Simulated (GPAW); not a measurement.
**Zn K ELNES/XANES of zinc-blende (ZnS)₁₋ₓ(ZnSe)ₓ at x = 0 from DFT**

Aim: the Zn K edge in zinc-blende (ZnS)₁₋ₓ(ZnSe)ₓ at x = 0, one member of a composition series.

Main program and level: GPAW 26.7.0; X-ray absorption from dipole matrix elements to empty bands, plane-wave PAW LDA.

Report form: the programs' logs are mostly left out.

**1. Set-up**

Symmetry: F-43m, No. 216, cubic system. The conventional cell has a = 5.410 Å, b = 5.410 Å, c = 5.410 Å, α = 90.00°, β = 90.00°, γ = 90.00°. Zn has 4 S at 2.34 Å nearest. S has 4 Zn at 2.34 Å nearest. 16-atom zinc-blende cell, 0 of 8 S sites taken by Se at random, lattice constants typed for the ends and interpolated (Vegard). Farther neighbours and most contacts between anions are not listed.

As a file:

```cif
data_structure
_symmetry_space_group_name_H-M 'P 1'
_symmetry_Int_Tables_number 1
_cell_length_a 7.6509
_cell_length_b 7.6509
_cell_length_c 7.6509
_cell_angle_alpha 60.000
_cell_angle_beta 60.000
_cell_angle_gamma 60.000
_cell_volume 316.68
loop_
_atom_site_label
_atom_site_type_symbol
_atom_site_fract_x
_atom_site_fract_y
_atom_site_fract_z
_atom_site_occupancy
Zn1 Zn 0.00000 0.00000 0.00000 1
S2 S 0.12500 0.12500 0.12500 1
Zn3 Zn 0.00000 0.00000 0.50000 1
S4 S 0.12500 0.12500 0.62500 1
Zn5 Zn 0.00000 0.50000 0.00000 1
S6 S 0.12500 0.62500 0.12500 1
Zn7 Zn 0.00000 0.50000 0.50000 1
S8 S 0.12500 0.62500 0.62500 1
Zn9 Zn 0.50000 0.00000 0.00000 1
S10 S 0.62500 0.12500 0.12500 1
Zn11 Zn 0.50000 0.00000 0.50000 1
S12 S 0.62500 0.12500 0.62500 1
Zn13 Zn 0.50000 0.50000 0.00000 1
S14 S 0.62500 0.62500 0.12500 1
Zn15 Zn 0.50000 0.50000 0.50000 1
S16 S 0.62500 0.62500 0.62500 1
```

**2. The field without a hole**

The ground state comes first: it tells whether the system has a gap, which decides how the excited electron is treated.

scf.py

```python
import numpy as np
from ase import Atoms
from ase.parallel import parprint, paropen
from gpaw import GPAW, PW, FermiDirac, Mixer, MixerDif, setup_paths
from gpaw.test import gen
setup_paths.insert(0, '.')
gen('Zn', name='nch1s', xcname='LDA', corehole=(1, 0, 0), write_xml=True)
from gpaw.mpi import world
world.barrier()

atoms = Atoms('ZnSZnSZnSZnSZnSZnSZnSZnS',
    cell=[[0, 5.41, 5.41],
     [5.41, 0, 5.41],
     [5.41, 5.41, 0]],
    scaled_positions=[[0, 0, 0],
     [0.125, 0.125, 0.125],
     [0, 0, 0.5],
     [0.125, 0.125, 0.625],
     [0, 0.5, 0],
     [0.125, 0.625, 0.125],
     [0, 0.5, 0.5],
     [0.125, 0.625, 0.625],
     [0.5, 0, 0],
     [0.625, 0.125, 0.125],
     [0.5, 0, 0.5],
     [0.625, 0.125, 0.625],
     [0.5, 0.5, 0],
     [0.625, 0.625, 0.125],
     [0.5, 0.5, 0.5],
     [0.625, 0.625, 0.625]],
    pbc=True)
atoms.calc = calc = GPAW(legacy_gpaw=True, mode=PW(400, force_complex_dtype=True), xc='LDA', setups={0: 'nch1s'},
    kpts={'size': (4, 4, 4), 'gamma': True}, occupations=FermiDirac(0.05),
    charge=0, mixer=Mixer(0.1, 5, 50), maxiter=150,
    convergence={'density': 0.0001, 'eigenstates': 1e-6}, txt='scf.txt')
energy = atoms.get_potential_energy() + calc.get_reference_energy()
ef = calc.get_fermi_level()
out = dict(energy=energy, fermi=ef, forces=atoms.get_forces().tolist())
parprint(f'all-electron energy {energy:.4f} eV, Fermi level {ef:.4f} eV')
ev = np.array([[calc.get_eigenvalues(k, s) for k in range(len(calc.get_ibz_k_points()))] for s in range(calc.get_number_of_spins())])
out['homo'], out['lumo'], out['counts'] = ev[ev < ef].max(), ev[ev > ef].min(), sorted(set((ev < ef).sum((0, 2)).tolist()))
out['filled'] = (ev[:, 0] < ef).sum(1).tolist()
import json
with paropen('out.json', 'w') as f:
    json.dump(out, f)
```

Launch:

```sh
$ OMP_NUM_THREADS=1 mpirun -n 4 gpaw python scf.py
```

It took 43 s on 4 MPI ranks of Arm Neoverse V2, shared host; peak memory 0.32 GiB.

The mesh shows a gap of 1.84 eV. The excited electron is kept all the same, so that all members of the series, with or without a gap, are treated alike.

**3. Cell without a hole, the energy reference**

The photon energy needs a difference of total energies, so the cell and mesh of the coming hole run are first run without a hole.

scf.py, as its differences from that of step 2:

```diff
@@ -32,3 +32,3 @@
 atoms.calc = calc = GPAW(legacy_gpaw=True, mode=PW(400, force_complex_dtype=True), xc='LDA', setups={0: 'nch1s'},
-    kpts={'size': (4, 4, 4), 'gamma': True}, occupations=FermiDirac(0.05),
+    kpts={'size': (3, 3, 3), 'gamma': True}, occupations=FermiDirac(0.02),
     charge=0, mixer=Mixer(0.1, 5, 50), maxiter=150,
```

Run time: 24 s. Hardware: 4 MPI ranks; peak memory 0.31 GiB; 97 s of CPU time.

Reference energy: -476965.599 eV with the cores included.

**4. Spectrum with XCH, Zn atom 1**

The holes are 7.7 Å apart. In GPAW the data set carries the hole's charge, so charge=0 means a charged cell and charge=-1 a neutral one. The excited electron is kept in the cell, where it fills the lowest empty states and screens the hole. After the field has converged, empty bands are computed with the density fixed and the dipole matrix elements are summed.

The absorber has 4 S at 2.34 Å (tetrahedral).

xas.py

```python
import numpy as np
from ase import Atoms
from ase.parallel import parprint, paropen
from gpaw import GPAW, PW, FermiDirac, Mixer, MixerDif, setup_paths
from gpaw.test import gen
setup_paths.insert(0, '.')
gen('Zn', name='fch1s', xcname='LDA', corehole=(1, 0, 1), write_xml=True)
from gpaw.mpi import world
world.barrier()

atoms = Atoms('ZnSZnSZnSZnSZnSZnSZnSZnS',
    cell=[[0, 5.41, 5.41],
     [5.41, 0, 5.41],
     [5.41, 5.41, 0]],
    scaled_positions=[[0, 0, 0],
     [0.125, 0.125, 0.125],
     [0, 0, 0.5],
     [0.125, 0.125, 0.625],
     [0, 0.5, 0],
     [0.125, 0.625, 0.125],
     [0, 0.5, 0.5],
     [0.125, 0.625, 0.625],
     [0.5, 0, 0],
     [0.625, 0.125, 0.125],
     [0.5, 0, 0.5],
     [0.625, 0.125, 0.625],
     [0.5, 0.5, 0],
     [0.625, 0.625, 0.125],
     [0.5, 0.5, 0.5],
     [0.625, 0.625, 0.625]],
    pbc=True)
atoms.calc = calc = GPAW(legacy_gpaw=True, mode=PW(400, force_complex_dtype=True), xc='LDA', setups={0: 'fch1s'},
    kpts={'size': (3, 3, 3), 'gamma': True}, occupations=FermiDirac(0.04),
    charge=-1, mixer=Mixer(0.1, 5, 50), maxiter=150,
    convergence={'density': 0.0001, 'eigenstates': 1e-6}, txt='scf.txt')
energy = atoms.get_potential_energy() + calc.get_reference_energy()
ef = calc.get_fermi_level()
out = dict(energy=energy, fermi=ef, forces=atoms.get_forces().tolist())
parprint(f'all-electron energy {energy:.4f} eV, Fermi level {ef:.4f} eV')
ev = np.array([[calc.get_eigenvalues(k, s) for k in range(len(calc.get_ibz_k_points()))] for s in range(calc.get_number_of_spins())])
out['homo'], out['lumo'], out['counts'] = ev[ev < ef].max(), ev[ev > ef].min(), sorted(set((ev < ef).sum((0, 2)).tolist()))
out['filled'] = (ev[:, 0] < ef).sum(1).tolist()

from ase.units import Ha
from gpaw.xas import dipole_matrix_elements
nb = int(calc.get_number_of_electrons() / 2) + 162
top, nb = nb, nb + 8 + nb // 12
nscf = calc.fixed_density(kpts={'size': (4, 4, 4), 'gamma': True}, nbands=nb,
    convergence={'bands': top, 'eigenstates': 5e-3}, maxiter=60, txt='nscf.txt')
cell = atoms.cell.array
ops = [cell.T @ U.T @ np.linalg.inv(cell.T) for U in nscf.wfs.kd.symmetry.op_scc]
filled = [72]  # bands filled in the ground state, by spin
E = np.arange(-6, 30, 0.1)
fwhm = np.interp(E, [4, 25], [1.67, 3.5])
Y, X, zero, highest = 0, 0, 1e9, 1e9
for spin in range(nscf.get_number_of_spins()):
    wfs = nscf.wfs
    mine = wfs.bd.get_slice()  # this rank's bands
    A = dipole_matrix_elements(wfs.setups[0])
    eps = np.zeros((wfs.kd.nibzkpts, nb))
    d = np.zeros((3, A.shape[1], wfs.kd.nibzkpts, nb), complex)
    for kpt in wfs.kpt_u:
        if kpt.s == spin and 0 in kpt.P_ani:
            eps[kpt.k, mine] = kpt.eps_n * Ha
            d[:, :, kpt.k, mine] = (kpt.weight * wfs.nspins / 2) ** 0.5 * np.inner(A, kpt.P_ani[0])
    world.sum(eps)
    world.sum(d)
    T = np.einsum('amkn,bmkn->abkn', d, d.conj()).real
    T = sum(np.einsum('ai,ijkn,bj->abkn', R, T, R) for R in ops) / len(ops)
    empty = np.ones_like(eps, bool) & (np.arange(nb) >= filled[spin])
    zero, highest = min(zero, eps[empty].min()), min(highest, eps[:, top - 1].min())
    lines = [(eps, T, empty)] if spin == 0 else lines + [(eps, T, empty)]
for eps, T, empty in lines:
    f = np.einsum('aakn->akn', T).reshape(3, -1)
    x = eps.ravel() - zero
    w = np.interp(x, E, fwhm) / 2.35482
    g = np.exp(-0.5 * ((E[:, None] - x) / w) ** 2) / (w * (2 * np.pi) ** 0.5)
    Y = Y + (f * empty.ravel()) @ g.T
    X = X + (f * ~empty.ravel()) @ g.T
out.update(E=E.round(2).tolist(), xas=Y.tolist(), xes=X.tolist(), zero=zero, valid=highest - zero, nk=len(eps), nb=nb)
for i in range(0, len(E), 10):
    parprint(f'{E[i]:7.2f}', *(f'{v:10.3e}' for v in Y[:, i]))
import json
with paropen('out.json', 'w') as f:
    json.dump(out, f)
```

Launch:

```sh
$ OMP_NUM_THREADS=1 mpirun -n 4 gpaw python xas.py
```

It took 79 s on 4 MPI ranks; peak memory 0.47 GiB.

The Zn K spectrum, Zn atom 1, excited-electron core hole (neutral cell) (energy from the bottom of the conduction band, which holds the excited electron; intensity scaled to a mean of 1 over the first 20 eV):

```tsv
E (eV)	intensity
-2.0	0.00
-1.0	0.00
0.0	0.03
1.0	0.22
2.0	0.71
3.0	1.10
4.0	1.62
5.0	1.99
6.0	1.32
7.0	0.80
8.0	0.91
9.0	1.01
10.0	0.87
11.0	0.92
12.0	1.03
13.0	1.03
14.0	1.01
15.0	1.00
16.0	1.00
17.0	1.00
18.0	0.98
19.0	0.93
20.0	0.83
21.0	0.77
22.0	0.77
23.0	0.80
24.0	0.83
25.0	0.83
26.0	0.87
27.0	0.96
```

Main maxima below 27 eV (height): 4.8 eV (2.00), 8.8 eV (1.02) and 12.4 eV (1.04). A K edge sees empty p states on the absorber.

The total-energy difference is 9673.40 eV. One term is added: -30.82 eV, since the hole is spin-paired here and a spin-polarised one costs that much less in the free atom (computed apart). The photon energy is then 9642.58 eV. The tabulated edge of the element is 9659 eV. The functional leaves an error in such absolute values: in the free atom LDA prices this hole 19.1 eV below PBE (computed apart), and PBE is itself good to a few eV.

**5. Cell without a hole, the energy reference**

The absorbing element, whose data set is made anew, changes for the next run, so it gets a reference energy of its own.

scf.py, as its differences from that of step 3:

```diff
@@ -6,3 +6,3 @@
 setup_paths.insert(0, '.')
-gen('Zn', name='nch1s', xcname='LDA', corehole=(1, 0, 0), write_xml=True)
+gen('S', name='nch1s', xcname='LDA', corehole=(1, 0, 0), write_xml=True)
 from gpaw.mpi import world
@@ -31,3 +31,3 @@
     pbc=True)
-atoms.calc = calc = GPAW(legacy_gpaw=True, mode=PW(400, force_complex_dtype=True), xc='LDA', setups={0: 'nch1s'},
+atoms.calc = calc = GPAW(legacy_gpaw=True, mode=PW(400, force_complex_dtype=True), xc='LDA', setups={1: 'nch1s'},
     kpts={'size': (3, 3, 3), 'gamma': True}, occupations=FermiDirac(0.02),
```

Launch:

```sh
$ OMP_NUM_THREADS=1 mpirun -n 4 gpaw python scf.py
```

Elapsed: 32 s, on 4 MPI ranks; peak memory 0.26 GiB.

Reference energy: -476965.599 eV with the cores included.

**6. Spectrum with XCH, S atom 2**

The holes are 7.7 Å apart. The excited electron is kept in the cell, where it fills the lowest empty states and screens the hole. After the field has converged, empty bands are computed with the density fixed and the dipole matrix elements are summed.

The absorber has 4 Zn at 2.34 Å (tetrahedral).

xas.py, as its differences from that of step 4:

```diff
@@ -6,3 +6,3 @@
 setup_paths.insert(0, '.')
-gen('Zn', name='fch1s', xcname='LDA', corehole=(1, 0, 1), write_xml=True)
+gen('S', name='fch1s', xcname='LDA', corehole=(1, 0, 1), write_xml=True)
 from gpaw.mpi import world
@@ -31,3 +31,3 @@
     pbc=True)
-atoms.calc = calc = GPAW(legacy_gpaw=True, mode=PW(400, force_complex_dtype=True), xc='LDA', setups={0: 'fch1s'},
+atoms.calc = calc = GPAW(legacy_gpaw=True, mode=PW(400, force_complex_dtype=True), xc='LDA', setups={1: 'fch1s'},
     kpts={'size': (3, 3, 3), 'gamma': True}, occupations=FermiDirac(0.04),
@@ -53,3 +53,3 @@
 E = np.arange(-6, 30, 0.1)
-fwhm = np.interp(E, [4, 25], [1.67, 3.5])
+fwhm = np.interp(E, [4, 25], [0.9, 3.5])
 Y, X, zero, highest = 0, 0, 1e9, 1e9
@@ -58,3 +58,3 @@
     mine = wfs.bd.get_slice()  # this rank's bands
-    A = dipole_matrix_elements(wfs.setups[0])
+    A = dipole_matrix_elements(wfs.setups[1])
     eps = np.zeros((wfs.kd.nibzkpts, nb))
@@ -62,5 +62,5 @@
     for kpt in wfs.kpt_u:
-        if kpt.s == spin and 0 in kpt.P_ani:
+        if kpt.s == spin and 1 in kpt.P_ani:
             eps[kpt.k, mine] = kpt.eps_n * Ha
-            d[:, :, kpt.k, mine] = (kpt.weight * wfs.nspins / 2) ** 0.5 * np.inner(A, kpt.P_ani[0])
+            d[:, :, kpt.k, mine] = (kpt.weight * wfs.nspins / 2) ** 0.5 * np.inner(A, kpt.P_ani[1])
     world.sum(eps)
```

Launch:

```sh
$ OMP_NUM_THREADS=1 mpirun -n 4 gpaw python xas.py
```

Wall time 2.4 min (4 MPI ranks); peak memory 0.48 GiB; 9.4 min of CPU time.

The S K spectrum, S atom 2, excited-electron core hole (neutral cell) (energy from the bottom of the conduction band, which holds the excited electron; intensity scaled to a mean of 1 over the first 20 eV):

```tsv
E (eV)	intensity
-2.0	0.00
-1.5	0.00
-1.0	0.00
-0.5	0.00
0.0	0.01
0.5	0.10
1.0	0.35
1.5	0.89
2.0	1.53
2.5	1.89
3.0	1.86
3.5	1.56
4.0	1.88
4.5	1.37
5.0	1.06
5.5	1.36
6.0	1.69
6.5	1.76
7.0	1.43
7.5	1.08
8.0	0.94
8.5	0.94
9.0	0.94
9.5	0.79
10.0	0.58
10.5	0.46
11.0	0.45
11.5	0.52
12.0	0.61
12.5	0.72
13.0	0.86
13.5	0.99
14.0	1.09
14.5	1.14
15.0	1.14
15.5	1.12
16.0	1.06
16.5	0.98
17.0	0.89
17.5	0.81
18.0	0.74
18.5	0.69
19.0	0.65
19.5	0.63
20.0	0.63
20.5	0.63
21.0	0.65
21.5	0.67
22.0	0.70
22.5	0.71
23.0	0.71
23.5	0.71
24.0	0.71
24.5	0.72
25.0	0.76
25.5	0.82
26.0	0.91
26.5	1.01
27.0	1.10
27.5	1.16
```

Main maxima below 24 eV (height): 2.7 eV (1.94), 4.0 eV (1.88), 6.3 eV (1.78) and 14.8 eV (1.14). 

The total-energy difference is 2475.27 eV. One term is added: -16.82 eV, since the hole is spin-paired here and a spin-polarised one costs that much less in the free atom (computed apart). The photon energy is then 2458.45 eV. The functional leaves an error in such absolute values: in the free atom LDA prices this hole 9.1 eV below PBE (computed apart), and PBE is itself good to a few eV.

**7. What came out**

```yaml
absorber_and_edge: Zn K, atom 1 of the ground-state input (counted from 1)
surroundings: 4 S at 2.34 Å (tetrahedral)
highest_intensity_below_24_ev: 4.8 eV above the zero, height 2.00
photon_energy_of_the_zero_with_the_added_terms: 9642.6 eV (raw 9673.4 eV; LDA puts this hole about 19 eV below PBE, itself good to a few eV)
```

What this shows: The Zn K edge of atom 1, with 4 S at 2.34 Å (tetrahedral), has its highest intensity of the first 24 eV at 4.8 eV above the zero, near 9647 eV in photon energy (LDA puts this hole about 19 eV below PBE, itself good to a few eV), 2.0 times the mean level of the first 20 eV (Gaussian full width 1.67 eV up to 4 eV, rising linearly to 3.5 eV at 25 eV). The script folds with a Gaussian, whereas the core hole's own line is a Lorentzian, so the onset is too steep and the first peak too high.

[Logs are printed without paths, hosts, clocks, repeated set-up lines and the standing remarks that a program may print on its own settings, such as how far it seeks lower states.]

[Hosts, paths, dates, database ids (printed as entryN), source tags and the programs' standing remarks are cut or masked in the printed files.]

[Lists of maxima count a maximum above −3 eV only where it reaches 4 % of the highest in the window and stands out from its surroundings by 2 % of it (1.5 % where it reaches 55 %); shoulders and weaker maxima are passed over, and of the rest the first, up to two pre-edge ones and the few strongest are named.]
